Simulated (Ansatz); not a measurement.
# Beta-Sn (white tin) under PBE: testing the Fermi-Dirac smearing

A convergence test of the Fermi-Dirac smearing width. The geometry was relaxed under PBE beforehand and stays fixed; 6 values are run, from 0.01 to 1.0 eV. Wanted are the values from which on the energy stays within 10 and 1 meV/atom, and the pressure within 0.5 GPa, of the narrowest run. Within the series other settings stay, but some runs also write fields, which adds to their time. Spin polarisation is left out.

Computed with Ansatz 0.2.0 (DFT PBE, plane waves with PAW, scalar-relativistic, unless a step says otherwise).

**1. The structure to begin with**

It takes space group I4_1/amd (No. 141, tetragonal). The conventional cell has a = 5.956 Å, b = 5.956 Å, c = 3.206 Å, α = 90.00°, β = 90.00°, γ = 90.00°. Around Sn (site symmetry -4m2) lie 6 Sn at 3.08 to 3.21 Å.

As a file:

```
CELL_PARAMETERS angstrom
-2.97733 2.97901 1.60309
2.97901 -2.97733 1.60309
2.97707 2.97707 -1.60002
ATOMIC_POSITIONS crystal
Sn 0.00002 0.99998 0.00000
Sn 0.74998 0.25002 0.50000
```

**2. Run at 0.01 eV**

The run at 0.01 eV.

Input file input.yaml:

```yaml
crystal:
  lattice:
    - [-2.9773321013, 2.9790067394, 1.6030901642]
    - [2.9790067394, -2.9773321013, 1.6030901642]
    - [2.9770686044, 2.9770686044, -1.600020461]
  atoms:
    - { symbol: Sn, position: [2.31878e-05, 0.9999768122, 0.0] }
    - { symbol: Sn, position: [0.7499768122, 0.2500231878, 0.5] }
hamiltonian:
  xc: pbe
  pseudopotentials:
    kind: paw
    azcp:
      Sn: "pseudopotentials/Sn.paw.azcp"
basis:
  ecutwfc: 420
  fft_grid_basis: typed
kpoints:
  mp_grid: { grid: [11, 11, 8], shift: [0, 0, 0] }
magnetization:
  spin_polarized: false
scf:
  occupations: { method: fermi_dirac, width: 0.01 }
  lower_state_search: "off"
output:
  stress: true
```

The run is started by

```
$ ansatz run input.yaml --threads 1 --pin off --max-ram 3584MiB --backend cpu --events-out ev --progress --plain --runs-dir out
```

What it wrote, shortened:

```text
[...]
Pseudopotentials: kind: paw
Pseudopotential: Sn, paw, valence charge 14, recommended cutoff 420 eV (normal), <dir>
Functional definition: PBE
[...]
Crystal: 2 atoms, lattice volume = 56.869 Å³
Basis set: ecut = 420 eV, 1113 PW (Γ)
Bands: 18, of which v1, the nominal top of the filled ones, is band 14 counted from 1 (13 counted from 0)
Symmetry: 4 space group operations
Space group: C2/c (ITA 15), of the structure as read, at distance tolerance 3.8e-5 Å
k-points: 270 of 968
[...]
SCF iter   1: F=—  HF=-12048.352362 eV  |F-HF|=—  |Δ(HF+E_count)|=         —  Δρ=8.63e-4  dr2=2.61e-4  ethr=1.77e-3  ⟨swp⟩=6.1  Hψ=25250  notcnv=0
[...]
SCF iter   6: F=-12048.351175 eV  HF=-12048.351175 eV  |F-HF|=4.51e-10  |Δ(HF+E_count)|=   1.20e-7  Δρ=1.51e-6  dr2=1.06e-9  ethr=3.57e-10  ⟨swp⟩=4.9  Hψ=17971  notcnv=0
[...]
SCF converged after 6 iterations
Free energy (F): -12048.351175 eV
[...]
E sigma→0 (E₀):  -12048.351010 eV
Entropy (-TS):   -0.000330 eV (-0.165 meV/atom)
Fermi energy:    10.027384 eV
[...]
--- Stress (GPa, compression-positive) ---
        0.012646       0.105611      -0.063176
        0.105611       0.012646      -0.063176
       -0.063176      -0.063176      -0.174238
  P = ⅓ Tr σ = -0.0496 GPa (-0.496 kbar)
```

Run time: 13 s. Hardware: 1 thread of Intel Xeon Platinum 8259CL at 2.50GHz (Skylake/Cascade Lake), shared host; peak memory 0.67 GiB.

**3. Run at 0.03 eV**

The run at 0.03 eV.

Changes to input.yaml since step 2:

```diff
@@ -22,3 +22,3 @@
 scf:
-  occupations: { method: fermi_dirac, width: 0.01 }
+  occupations: { method: fermi_dirac, width: 0.03 }
   lower_state_search: "off"
```

The run is started by

```
$ ansatz run input.yaml --threads 1 --pin off --max-ram 3584MiB --backend cpu --events-out ev --progress --plain --runs-dir out
```

What it wrote, shortened:

```text
[...]
Pseudopotentials: kind: paw
Pseudopotential: Sn, paw, valence charge 14, recommended cutoff 420 eV (normal), <dir>
Functional definition: PBE
[...]
Crystal: 2 atoms, lattice volume = 56.869 Å³
Basis set: ecut = 420 eV, 1113 PW (Γ)
Bands: 18, of which v1, the nominal top of the filled ones, is band 14 counted from 1 (13 counted from 0)
Symmetry: 4 space group operations
Space group: C2/c (ITA 15), of the structure as read, at distance tolerance 3.8e-5 Å
k-points: 270 of 968
[...]
SCF iter   1: F=—  HF=-12048.353459 eV  |F-HF|=—  |Δ(HF+E_count)|=         —  Δρ=8.67e-4  dr2=2.67e-4  ethr=1.77e-3  ⟨swp⟩=6.1  Hψ=25034  notcnv=0
[...]
SCF iter   6: F=-12048.352270 eV  HF=-12048.352270 eV  |F-HF|=5.13e-10  |Δ(HF+E_count)|=   1.22e-7  Δρ=1.40e-6  dr2=9.52e-10  ethr=3.57e-10  ⟨swp⟩=4.9  Hψ=17977  notcnv=0
[...]
SCF converged after 6 iterations
Free energy (F): -12048.352270 eV
[...]
E sigma→0 (E₀):  -12048.351141 eV
Entropy (-TS):   -0.002257 eV (-1.128 meV/atom)
Fermi energy:    10.022288 eV
[...]
--- Stress (GPa, compression-positive) ---
        0.010475       0.045308      -0.047394
        0.045308       0.010475      -0.047394
       -0.047394      -0.047394      -0.159310
  P = ⅓ Tr σ = -0.0461 GPa (-0.461 kbar)
```

It took 18 s on 1 thread of Intel Xeon Platinum 8259CL at 2.50GHz (Skylake/Cascade Lake), shared host; peak memory 0.67 GiB.

**4. Run at 0.2 eV**

The run at 0.2 eV.

Changes to input.yaml since step 3:

```diff
@@ -22,3 +22,3 @@
 scf:
-  occupations: { method: fermi_dirac, width: 0.03 }
+  occupations: { method: fermi_dirac, width: 0.2 }
   lower_state_search: "off"
@@ -26 +26,5 @@
   stress: true
+  write_density: true
+  write_potential: true
+  elf: true
+  volumetric_format: npy
```

The run is started by

```
$ ansatz run input.yaml --threads 1 --pin off --max-ram 3584MiB --backend cpu --events-out ev --progress --plain --runs-dir out
```

What it wrote, shortened:

```text
band count auto-derived: 19 (N_el = 28.0; filled up to band 14; 18 by the electrons, moments and atoms)
[...]
Pseudopotentials: kind: paw
Pseudopotential: Sn, paw, valence charge 14, recommended cutoff 420 eV (normal), <dir>
Functional definition: PBE
[...]
Crystal: 2 atoms, lattice volume = 56.869 Å³
Basis set: ecut = 420 eV, 1113 PW (Γ)
Bands: 19, of which v1, the nominal top of the filled ones, is band 14 counted from 1 (13 counted from 0)
Symmetry: 4 space group operations
Space group: C2/c (ITA 15), of the structure as read, at distance tolerance 3.8e-5 Å
k-points: 270 of 968
[...]
SCF iter   1: F=—  HF=-12048.414256 eV  |F-HF|=—  |Δ(HF+E_count)|=         —  Δρ=8.97e-4  dr2=3.24e-4  ethr=1.77e-3  ⟨swp⟩=5.5  Hψ=25094  notcnv=0
[...]
SCF iter   6: F=-12048.413080 eV  HF=-12048.413080 eV  |F-HF|=2.62e-10  |Δ(HF+E_count)|=   1.06e-7  Δρ=2.04e-6  dr2=1.38e-9  ethr=3.57e-10  ⟨swp⟩=9.9  Hψ=37780  notcnv=0
[...]
SCF converged after 6 iterations
Free energy (F): -12048.413080 eV
[...]
E sigma→0 (E₀):  -12048.346867 eV
Entropy (-TS):   -0.132426 eV (-66.213 meV/atom)
Fermi energy:    10.039805 eV
[...]
--- Stress (GPa, compression-positive) ---
        0.187234       0.009444      -0.012795
        0.009444       0.187234      -0.012795
       -0.012795      -0.012795       0.178315
  P = ⅓ Tr σ = 0.1843 GPa (1.843 kbar)
--- Band table (eV; the first three rows and the last of 270) ---
  k-point 0: bands = ["-11.5352", "-11.4739", "-11.4250", "-11.4248", "-11.2854", "-11.2853", "-11.2767", "-11.2766", "-11.2072", "-11.1109", "-0.7390", "6.1739", "8.1575", "8.1587", "13.0579", "15.9548", "15.9551", "16.7637", "16.8687"]
[...]
```

Run time: 20 s. Hardware: 1 thread of Intel Xeon Platinum 8259CL at 2.50GHz (Skylake/Cascade Lake), shared host; peak memory 0.69 GiB.

**5. Run at 0.3 eV**

The run at 0.3 eV.

Changes to input.yaml since step 4:

```diff
@@ -22,3 +22,3 @@
 scf:
-  occupations: { method: fermi_dirac, width: 0.2 }
+  occupations: { method: fermi_dirac, width: 0.3 }
   lower_state_search: "off"
@@ -26,5 +26 @@
   stress: true
-  write_density: true
-  write_potential: true
-  elf: true
-  volumetric_format: npy
```

The run is started by

```
$ ansatz run input.yaml --threads 1 --pin off --max-ram 3584MiB --backend cpu --events-out ev --progress --plain --runs-dir out
```

What it wrote, shortened:

```text
band count auto-derived: 19 (N_el = 28.0; filled up to band 14; 18 by the electrons, moments and atoms)
[...]
Pseudopotentials: kind: paw
Pseudopotential: Sn, paw, valence charge 14, recommended cutoff 420 eV (normal), <dir>
Functional definition: PBE
[...]
Crystal: 2 atoms, lattice volume = 56.869 Å³
Basis set: ecut = 420 eV, 1113 PW (Γ)
Bands: 19, of which v1, the nominal top of the filled ones, is band 14 counted from 1 (13 counted from 0)
Symmetry: 4 space group operations
Space group: C2/c (ITA 15), of the structure as read, at distance tolerance 3.8e-5 Å
k-points: 270 of 968
[...]
SCF iter   1: F=—  HF=-12048.498845 eV  |F-HF|=—  |Δ(HF+E_count)|=         —  Δρ=9.48e-4  dr2=4.09e-4  ethr=1.77e-3  ⟨swp⟩=5.4  Hψ=24309  notcnv=0
[...]
SCF iter   6: F=-12048.497671 eV  HF=-12048.497671 eV  |F-HF|=7.91e-10  |Δ(HF+E_count)|=   7.00e-8  Δρ=2.73e-6  dr2=2.65e-9  ethr=3.57e-10  ⟨swp⟩=4.7  Hψ=18438  notcnv=0
[...]
SCF converged after 6 iterations
Free energy (F): -12048.497671 eV
[...]
E sigma→0 (E₀):  -12048.343110 eV
Entropy (-TS):   -0.309123 eV (-154.562 meV/atom)
Fermi energy:    10.053747 eV
[...]
--- Stress (GPa, compression-positive) ---
        0.541214       0.007308      -0.016933
        0.007308       0.541214      -0.016933
       -0.016933      -0.016933       0.453058
  P = ⅓ Tr σ = 0.5118 GPa (5.118 kbar)
```

It took 21 s on 1 thread of Intel Xeon Platinum 8259CL at 2.50GHz (Skylake/Cascade Lake), shared host; peak memory 0.68 GiB.

**6. Run at 0.6 eV**

The run at 0.6 eV.

Changes to input.yaml since step 5:

```diff
@@ -22,3 +22,3 @@
 scf:
-  occupations: { method: fermi_dirac, width: 0.3 }
+  occupations: { method: fermi_dirac, width: 0.6 }
   lower_state_search: "off"
@@ -26 +26,5 @@
   stress: true
+  write_density: true
+  write_potential: true
+  elf: true
+  volumetric_format: npy
```

The run is started by

```
$ ansatz run input.yaml --threads 1 --pin off --max-ram 3584MiB --backend cpu --events-out ev --progress --plain --runs-dir out
```

What it wrote, shortened:

```text
band count auto-derived: 22 (N_el = 28.0; filled up to band 14; 18 by the electrons, moments and atoms)
[...]
Pseudopotentials: kind: paw
Pseudopotential: Sn, paw, valence charge 14, recommended cutoff 420 eV (normal), <dir>
Functional definition: PBE
[...]
Crystal: 2 atoms, lattice volume = 56.869 Å³
Basis set: ecut = 420 eV, 1113 PW (Γ)
Bands: 22, of which v1, the nominal top of the filled ones, is band 14 counted from 1 (13 counted from 0)
Symmetry: 4 space group operations
Space group: C2/c (ITA 15), of the structure as read, at distance tolerance 3.8e-5 Å
k-points: 270 of 968
[...]
SCF iter   1: F=—  HF=-12048.973523 eV  |F-HF|=—  |Δ(HF+E_count)|=         —  Δρ=1.40e-3  dr2=1.12e-3  ethr=1.77e-3  ⟨swp⟩=6.5  Hψ=29075  notcnv=0
[...]
SCF iter   6: F=-12048.972218 eV  HF=-12048.972218 eV  |F-HF|=2.87e-9  |Δ(HF+E_count)|=   2.93e-8  Δρ=3.79e-6  dr2=7.77e-9  ethr=1.79e-10  ⟨swp⟩=7.1  Hψ=36533  notcnv=0
[...]
SCF converged after 6 iterations
Free energy (F): -12048.972218 eV
[...]
E sigma→0 (E₀):  -12048.333892 eV
Entropy (-TS):   -1.276651 eV (-638.326 meV/atom)
Fermi energy:    10.087424 eV
[...]
--- Stress (GPa, compression-positive) ---
        2.206816       0.000934      -0.009655
        0.000934       2.206816      -0.009655
       -0.009655      -0.009655       1.874355
  P = ⅓ Tr σ = 2.0960 GPa (20.960 kbar)
--- Band table (eV; the first three rows and the last of 270) ---
  k-point 0: bands = ["-11.5185", "-11.4513", "-11.4073", "-11.4022", "-11.2638", "-11.2637", "-11.2550", "-11.2550", "-11.1892", "-11.0936", "-0.7359", "6.1813", "8.1591", "8.1604", "13.0542", "15.9566", "15.9570", "16.7695", "16.8752", "19.5576", "20.2440", "21.0978"]
[...]
```

It took 23 s on 1 thread of Intel Xeon Platinum 8259CL at 2.50GHz (Skylake/Cascade Lake), shared host; peak memory 0.71 GiB.

**7. Run at 1.0 eV**

The run at 1.0 eV.

Changes to input.yaml since step 6:

```diff
@@ -22,3 +22,3 @@
 scf:
-  occupations: { method: fermi_dirac, width: 0.6 }
+  occupations: { method: fermi_dirac, width: 1.0 }
   lower_state_search: "off"
@@ -26,5 +26 @@
   stress: true
-  write_density: true
-  write_potential: true
-  elf: true
-  volumetric_format: npy
```

The run is started by

```
$ ansatz run input.yaml --threads 1 --pin off --max-ram 3584MiB --backend cpu --events-out ev --progress --plain --runs-dir out
```

What it wrote, shortened:

```text
band count auto-derived: 27 (N_el = 28.0; filled up to band 14; 18 by the electrons, moments and atoms)
[...]
Pseudopotentials: kind: paw
Pseudopotential: Sn, paw, valence charge 14, recommended cutoff 420 eV (normal), <dir>
Functional definition: PBE
[...]
Crystal: 2 atoms, lattice volume = 56.869 Å³
Basis set: ecut = 420 eV, 1113 PW (Γ)
Bands: 27, of which v1, the nominal top of the filled ones, is band 14 counted from 1 (13 counted from 0)
Symmetry: 4 space group operations
Space group: C2/c (ITA 15), of the structure as read, at distance tolerance 3.8e-5 Å
k-points: 270 of 968
[...]
SCF iter   1: F=—  HF=-12050.108340 eV  |F-HF|=—  |Δ(HF+E_count)|=         —  Δρ=2.28e-3  dr2=3.04e-3  ethr=1.77e-3  ⟨swp⟩=8.7  Hψ=39109  notcnv=0
[...]
SCF iter   6: F=-12050.107527 eV  HF=-12050.107527 eV  |F-HF|=2.70e-8  |Δ(HF+E_count)|=   1.46e-8  Δρ=7.45e-6  dr2=3.24e-8  ethr=3.57e-10  ⟨swp⟩=4.0  Hψ=18747  notcnv=0
[...]
SCF converged after 6 iterations
Free energy (F): -12050.107527 eV
[...]
E sigma→0 (E₀):  -12048.337961 eV
Entropy (-TS):   -3.539130 eV (-1769.565 meV/atom)
Fermi energy:    10.085335 eV
[...]
--- Stress (GPa, compression-positive) ---
        5.262778       0.000033      -0.004209
        0.000033       5.262778      -0.004209
       -0.004209      -0.004209       4.724599
  P = ⅓ Tr σ = 5.0834 GPa (50.834 kbar)
```

Run time: 25 s. Hardware: 1 thread of Intel Xeon Platinum 8259CL at 2.50GHz (Skylake/Cascade Lake), shared host; peak memory 0.75 GiB.

**8. All values side by side**

Differences are taken from the run at 0.01 eV.

```
smearing (eV)  F (meV/atom)  E(σ → 0) (meV/atom)  P (GPa)  SCF cycles  CPU time
         0.01          0.00                 0.00    -0.05           6      13 s
         0.03         -0.55                -0.07    -0.05           6      18 s
          0.2        -30.95                 2.07     0.18           6      20 s
          0.3        -73.25                 3.95     0.51           6      21 s
          0.6       -310.52                 8.56     2.10           6      23 s
          1.0       -878.18                 6.52     5.08           6      25 s
```

**9. Results**

| quantity | value |
| --- | --- |
| E(σ → 0) stays within 10 meV/atom of 0.01 eV | up to 1.0 eV |
| E(σ → 0) stays within 1 meV/atom | up to 0.03 eV |
| pressure stays within 0.5 GPa | up to 0.2 eV |
| pressure at 0.01 eV | -0.05 GPa |
| energy of a separate run on a finer mesh (18×18×12) | +5.3 meV/atom from 0.01 eV |

At 1.0 eV the energy differs by +6.5 meV/atom and the pressure by +5.1 GPa. Over the range F shifts by -878.2 meV/atom, while E(σ → 0) shifts by +6.5. With this scheme F falls about as the square of the width. The mesh (11×11×8) is fixed, so the narrowest widths carry a k-point error of their own. The yardstick itself is unsettled by 5.3 meV/atom against the finer mesh, so the thresholds above hold only within this series, and wider smearing, which averages over more states, can land nearer the fine-mesh value than the narrowest does. The cell taken over is 5 % larger than the measured one (27.05 Å³/atom, COD).
